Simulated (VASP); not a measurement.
# Y (Fd-3m) in VASP: notebook, part 2 of 2

VASP 6.6.1. Earlier steps stand in the parts before.

## Step 3: Single point, revPBE

Contents of INCAR:

```
SYSTEM = Y
ALGO = Fast
EDIFF = 1E-7
ENCUT = 520
GGA = RE
ISIF = 2
ISMEAR = -1
LASPH = .True.
LCHARG = .True.
LELF = .True.
LREAL = .False.
LVHAR = .True.
LWAVE = .False.
NBANDS = 18
NELM = 100
PREC = Accurate
SIGMA = 0.1
```

Contents of KPOINTS:

```
k-points
0
Gamma
  9 9 9
  0 0 0
```

Contents of POSCAR:

```
Y
1.0
    0.0000000000      3.6718200367      3.6718200367
    3.6718200367      0.0000000000      3.6718200367
    3.6718200367      3.6718200367      0.0000000000
Y
2
Direct
    0.1250000000      0.1250000000      0.1250000000
    0.8750000000      0.8750000000      0.8750000000
```

Potentials or basis: VASP PAW PBE potentials, release 64 (Y_sv).

Started as:

```console
> cat potpaw_PBE.64/Y_sv/POTCAR > POTCAR
> mpirun -np 1 vasp_std > vasp.out
```

OUTCAR:

```text
SYSTEM = Y
   EDIFF = 1E-7
   ENCUT = 520
   GGA = RE
   ISIF = 2
   ISMEAR = -1
   LASPH = .True.
   LREAL = .False.
   NELM = 100
   PREC = Accurate

 ion  position               nearest neighbor table
   1  0.125  0.125  0.125-   2 3.18   2 3.18   2 3.18   2 3.18
   2  0.875  0.875  0.875-   1 3.18   1 3.18   1 3.18   1 3.18

  LATTYP: Found a face centered cubic cell.
 ALAT       =     7.3436400734

  Lattice vectors:

 A1 = (   0.0000000000,   3.6718200367,   3.6718200367)
 A2 = (   3.6718200367,   0.0000000000,   3.6718200367)
 A3 = (   3.6718200367,   3.6718200367,   0.0000000000)

Analysis of symmetry for initial positions (statically):
=====================================================================
 Subroutine PRICEL returns:
 Original cell was already a primitive cell.

 Routine SETGRP: Setting up the symmetry group for a
 face centered cubic supercell.

 Subroutine GETGRP returns: Found 48 space group operations
 (whereof 12 operations were pure point group operations)
 out of a pool of 48 trial point group operations.

The static configuration has the point symmetry D_3d.
 The point group associated with its full space group is O_h .

Analysis of symmetry for dynamics (positions and initial velocities):
=====================================================================
 Subroutine PRICEL returns:
 Original cell was already a primitive cell.

 Routine SETGRP: Setting up the symmetry group for a
 face centered cubic supercell.

 Subroutine GETGRP returns: Found 48 space group operations
 (whereof 12 operations were pure point group operations)
 out of a pool of 48 trial point group operations.

The dynamic configuration has the point symmetry D_3d.
 The point group associated with its full space group is O_h .

 Subroutine INISYM returns: Found 48 space group operations
 (whereof 12 operations are pure point group operations),
 and found     1 'primitive' translations

[... 114 lines left out ...]
     AMIX_MAG =   1.60;   BMIX_MAG =  1.00
  volume/ion in A,a.u.               =      49.50       334.07
  Fermi-wavevector in a.u.,A,eV,Ry     =   0.991572  1.873800 13.377458  0.983215
  Thomas-Fermi vector in A             =   2.123323
   LORBIT       =      0    0 simple, 1 ext, 2 COOP (PROOUT), +10 PAW based schemes
   GGA     = RE    functional components
   LHFCALC =     F    Hartree Fock is set to
   AEXX    =    0.0000 exact exchange contribution
   IVDW    =     0    specifies the selected vdW correction
   LEPSILON=     F    determine dielectric tensor
   LRPA    =     F    only Hartree local field effects (RPA)
 non-spin polarized calculation
 RMM-DIIS sequential band-by-band and
  energy-cutoff  :      520.00
  volume of cell :       99.01
 maximum number of plane-waves:      2697
   NGX = 19   NGY = 19   NGZ = 19

 number of electron      22.0000001 magnetization

 Free energy of the ion-electron system (eV)
  ---------------------------------------------------
  ext. energy  EPLUGINS =         0.00000000
  ---------------------------------------------------
  free energy    TOTEN  =        -8.46777863 eV

  energy without entropy =       -8.28483371  energy(sigma->0) =       -8.37630617

 E-fermi :   0.9686     XC(G=0):  -7.6993

 val. band max:        0.9669739611   @ k =   0.3333   0.3333   0.0000
 cond. band min:       0.9754103134   @ k =  -0.3333   0.3333   0.0000
 fundamental gap:      0.0084363523
 Fermi energy:         0.9685767242

 k-point     1 :       0.0000    0.0000    0.0000
  band No.  band energies     occupation
      1     -42.5170      2.00000
      2     -42.3442      2.00000
      3     -22.6438      2.00000
      4     -22.6438      2.00000
      5     -22.6438      2.00000
      6     -22.2188      2.00000
[... 481 lines left out ...]
      5     -22.4740      2.00000
      6     -22.4008      2.00000
[... 10 lines left out ...]
     17       3.5581      0.00000
     18       3.5582      0.00000

 [... further k-points ...]

------------------------ aborting loop because EDIFF is reached ----------------------------------------

  FORCE on cell =-STRESS in cart. coord.  units (eV):
  Direction    XX          YY          ZZ          XY          YZ          ZX
  --------------------------------------------------------------------------------------
  -------------------------------------------------------------------------------------
  Total        0.0238346      0.0238346      0.0238346      0.0000000     -0.0000000      0.0000000
  in kB        0.3856959      0.3856959      0.3856959      0.0000000     -0.0000000      0.0000000
  external PRESSURE =       0.3856959 kB  Pullay stress =       0.0000000 kB

 VOLUME and BASIS-vectors are now :
 -----------------------------------------------------------------------------
  energy-cutoff  :      520.00
  volume of cell :       99.01
      direct lattice vectors                 reciprocal lattice vectors
     0.000000000  3.671820037  3.671820037    -0.136172251  0.136172251  0.136172251
     3.671820037  0.000000000  3.671820037     0.136172251 -0.136172251  0.136172251
     3.671820037  3.671820037  0.000000000     0.136172251  0.136172251 -0.136172251

 POSITION                                       TOTAL-FORCE (eV/Angst)
 -----------------------------------------------------------------------------------
      0.91796      0.91796      0.91796         0.000000      0.000000      0.000000
      6.42569      6.42569      6.42569        -0.000000     -0.000000     -0.000000
 -----------------------------------------------------------------------------------
    total drift:                                0.000000      0.000000     -0.000000

  FREE ENERGIE OF THE ION-ELECTRON SYSTEM (eV)
  ---------------------------------------------------
  free  energy   TOTEN  =        -8.4677786277 eV

  energy  without entropy=       -8.2848337094  energy(sigma->0) =       -8.37630617
```

OSZICAR:

```text
N       E                     dE             d eps       ncg     rms          rms(c)
DAV:   1     0.903722521411E+02    0.90372E+02   -0.10965E+04  1276   0.109E+03
DAV:   2    -0.558278718653E+00   -0.90931E+02   -0.89595E+02  1642   0.248E+02
DAV:   3    -0.854045761637E+01   -0.79822E+01   -0.76635E+01  2292   0.411E+01
[... 24 lines left out ...]
RMM:  28    -0.846777816068E+01   -0.22697E-06   -0.21215E-06   706   0.159E-03    0.470E-04
RMM:  29    -0.846777831813E+01   -0.15745E-06   -0.19346E-06   683   0.135E-03    0.457E-04
RMM:  30    -0.846777841757E+01   -0.99438E-07   -0.13840E-06   690   0.121E-03    0.333E-04
RMM:  31    -0.846777853595E+01   -0.11838E-06   -0.12605E-06   547   0.100E-03    0.323E-04
RMM:  32    -0.846777862766E+01   -0.91716E-07   -0.88725E-07   455   0.879E-04
   1 F= -.84677786E+01 E0= -.83763062E+01  d E =-.182945E+00
```

It took 2 min on 1 thread of AMD EPYC 9R45 (Zen 5), shared host; peak memory 0.24 GiB.

What came out:

```yaml
Free_energy: -8.4678 eV
Pressure: 0.0 GPa
Band_gap_on_the_k_mesh: none (metal or under the smearing width)
```

Levels at points of the mesh, in eV from the Fermi level:
| k point | band 7 | band 8 | band 9 | band 10 | band 11 | band 12 | band 13 | band 14 | band 15 | band 16 |
| --- | --- | --- | --- | --- | --- | --- | --- | --- | --- | --- |
| (0.00, 0.00, 0.00) | -23.19 | -23.19 | -3.52 | 0.08 | 0.08 | 0.37 | 0.37 | 0.37 | 1.78 | 1.78 |

Caveat: the PAW data sets were made with another functional, which shifts forces and pressure a little.

## Step 4: Single point, revPBE

Contents of INCAR:

```
SYSTEM = Y
  ALGO = Normal
  EDIFF = 1E-7
  ENCUT = 520
  GGA = RE
  ISIF = 2
  ISMEAR = -1
  LASPH = .True.
  LCHARG = .False.
  LREAL = .False.
  LWAVE = .False.
  NBANDS = 18
  NELM = 100
  PREC = Accurate
  SIGMA = 0.1
```

Contents of KPOINTS:

```
k-points
0
Gamma
  8 8 8
  0 0 0
```

POSCAR is that of step 3.

Started as:

```console
> cat potpaw_PBE.64/Y_sv/POTCAR > POTCAR
> mpirun -np 1 vasp_std > vasp.out
```

Run time: 45 s. Hardware: 1 thread of AMD EPYC 9R45 (Zen 5), shared host; peak memory 0.23 GiB.

It converged, with:

| Property | Result |
| --- | --- |
| Free energy | -8.4679 eV |
| Pressure | 0.0 GPa |
| Band gap on the k mesh | none (metal or under the smearing width) |

Levels at points of the mesh, in eV from the Fermi level:
```csv
k point,band 9,band 10,band 11,band 12,band 13,band 14
"(0.00, 0.00, 0.00)",-3.52,0.08,0.08,0.37,0.37,0.37
"(0.50, 0.00, 0.00)",-1.83,-0.57,0.06,0.06,0.35,0.46
"(0.50, 0.50, 0.00)",-0.77,-0.77,-0.43,-0.43,0.57,0.57
```

Caveat: the PAW data sets were made with another functional, which shifts forces and pressure a little.

## Step 5: Relaxation of cell and atoms, revPBE

This run uses another cell than the first one, of 44.57 Å³/atom, 0.900 times its volume.

Contents of INCAR:

```
ALGO     = Normal         # electronic algorithm
EDIFF    = 1E-6           # SCF threshold, eV
EDIFFG   = -0.01          # ionic threshold
ENCUT    = 600            # plane-wave cutoff, eV
GGA      = RE             # functional
IBRION   = 2              # ionic algorithm
ISIF     = 3              # what is computed and relaxed
ISMEAR   = -1             # smearing method
LASPH    = T              # aspherical terms in the spheres
LCHARG   = F              # write CHGCAR
LREAL    = F              # projectors in reciprocal space
LWAVE    = F              # write WAVECAR
NELM     = 100            # most SCF steps
NSW      = 80             # ionic steps
PREC     = Accurate       # precision mode
SIGMA    = 0.1            # smearing width, eV
```

Contents of KPOINTS:

```
k-points
0
Gamma
  8 8 8
```

Contents of POSCAR:

```
Y
1.0
    0.0000000000      3.5454148505      3.5454148505
    3.5454148505      0.0000000000      3.5454148505
    3.5454148505      3.5454148505      0.0000000000
Y
2
Direct
    0.1250000000      0.1250000000      0.1250000000
    0.8750000000      0.8750000000      0.8750000000
```

Started as:

```console
> cat potpaw_PBE.64/Y_sv/POTCAR > POTCAR
> mpirun -np 1 vasp_std > vasp.out
```

Run time: 2 min. Hardware: 1 thread of AMD EPYC 9R45 (Zen 5), shared host; peak memory 0.24 GiB.

The run converged. Its results:

- Free energy: -8.4677 eV
- Relaxed volume: 49.75 Å³/atom
- Relaxed cell: a = 5.201 Å, b = 5.201 Å, c = 5.201 Å, α = 60.00°, β = 60.00°, γ = 60.00°
- Space group after relaxing (to 0.05 Å): Fd-3m (No. 227)
- Energy gained by relaxing: 8.6 meV/atom
- Ionic steps: 4
- Pressure after relaxing: 0.0 GPa
- Band gap on the k mesh: none (metal or under the smearing width)

Step by step:
```csv
step,energy change (eV),largest force (eV/Å),pressure (GPa),volume (Å³)
1,0.0000,0.0000,0.64,89.13
2,-0.0075,0.0000,0.42,91.43
3,-0.0167,0.0000,0.07,97.93
4,-0.0172,0.0000,0.01,99.49
```

Final structure:
```
Y
1.0
     0.00000    3.67781    3.67781
     3.67781    0.00000    3.67781
     3.67781    3.67781    0.00000
Y
2
Direct
  0.12500 0.12500 0.12500
  0.87500 0.87500 0.87500
```

Levels at points of the mesh, in eV from the Fermi level:
```tsv
k point	band 9	band 10	band 11	band 12	band 13	band 14
(0.00, 0.00, 0.00)	-3.51	0.08	0.08	0.36	0.36	0.36
(0.50, 0.00, 0.00)	-1.83	-0.57	0.07	0.07	0.35	0.46
(0.50, 0.50, 0.00)	-0.77	-0.77	-0.44	-0.44	0.56	0.56
```

Caveat: the PAW data sets were made with another functional, which shifts forces and pressure a little.

## Step 6: The runs side by side

| task | cell | k mesh | cutoff (eV) | gap on the mesh (eV) | pressure (GPa) |
| --- | --- | --- | --- | --- | --- |
| single point | Fd-3m, 49.5 Å³/atom | 12 × 12 × 12 | 520 | none | 0.0 |
| single point | Fd-3m, 49.5 Å³/atom | 9 × 9 × 9 | 520 | none | 0.0 |
| single point | Fd-3m, 49.5 Å³/atom | 8 × 8 × 8 | 520 | none | 0.0 |
| relaxation of cell and atoms | relaxed | 8 × 8 × 8 | 600 | none | 0.0 |

Alike in all rows: level revPBE; potentials or basis VASP PAW PBE potentials, release 64 (Y_sv); no spin polarisation; smearing fermi-dirac 0.1 eV.

Every run on the cell as given and a fine mesh finds a metal.

Caveats: the PAW data sets were made with another functional, which shifts forces and pressure a little.

Total energies depend on the potentials used, so only differences within one code and one set of settings carry meaning.
